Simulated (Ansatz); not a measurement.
Layered crystal of MoS₂, relaxed:

```xyz
6
Lattice="3.1494 0.0000 0.0000 -1.5747 2.7274 0.0000 0.0000 0.0000 12.0908" Properties=species:S:1:pos:R:3 pbc="T T T"
Mo    0.0000    1.8183    3.0227
Mo    1.5747    0.9091    9.0681
S     0.0000    1.8183    7.5022
S     1.5747    0.9091    1.4568
S     0.0000    1.8183   10.6339
S     1.5747    0.9091    4.5886
```

These are results of Ansatz 0.2.0, DFT PBE+D3(BJ), scalar-relativistic, plane waves, PAW, not measurements. Plane waves to 420 eV, a k mesh through Γ of 12×12×4 on the computed 6-atom cell and Gaussian smearing (0.02 eV); no spin polarisation.

Question: What does it cost to take out one layer and relax it free-standing?

Answer: 33.2 meV/Å² (95 meV/atom). The layer's area changes by +0.3 %. The gap on the mesh goes from 0.78 eV to 1.78 eV. The layer is isolated along c and computed on a 12×12×1 mesh.

Gaps are read on the k meshes alone.